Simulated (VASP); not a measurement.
Write the native input for VASP 6.6.1 that does the following.

```
Task                   : single point
Functional             : PBE
Dispersion             : D3(BJ)
Potentials or basis    : VASP PAW PBE potentials, release 64 (Sb)
Cutoff                 : 700 eV
k mesh                 : 6 × 6 × 6
Occupations            : gaussian, width 0.02 eV
Spin                   : no spin polarisation
Further INCAR settings : ALGO = Fast; EDIFF = 1e-07
```

The structure of Sb lies in POSCAR:

```
Sb
1.0
    2.1542000000      1.2437279500      3.7580000000
   -2.1542000000      1.2437279500      3.7580000000
    0.0000000000     -2.4874559000      3.7580000000
Sb
2
Direct
    0.2334900000      0.2334900000      0.2334900000
    0.7665100000      0.7665100000      0.7665100000
```

One way to write it, as run:

INCAR

```
ALGO = Fast
EDIFF = 1E-7
ENCUT = 700
GGA = PE
ISIF = 2
ISMEAR = 0
IVDW = 12
LASPH = T
LCHARG = F
LREAL = F
LWAVE = F
NELM = 60
PREC = Accurate
SIGMA = 0.02
```

KPOINTS

```
k-points
0
Gamma
  6 6 6
```

Potentials or basis: VASP PAW PBE potentials, release 64 (Sb).

Launch:

```bash
$ cat potpaw_PBE.64/Sb/POTCAR > POTCAR
$ mpirun -np 1 vasp_std > vasp.out
```

Results of the run:

```json
{"Pressure": "0.3 GPa", "Largest force": "0.104 eV/Å", "Band gap on the k mesh": "none (metal or under the smearing width)", "Dispersion energy per atom": "-0.473 eV"}
```

Caveat: pairwise dispersion overbinds metals, which lowers pressure and volume.

It took 17 s on 1 thread of AMD EPYC 9R45 96-Core Processor (Zen 5), on a shared host, peak memory 0.21 GiB.
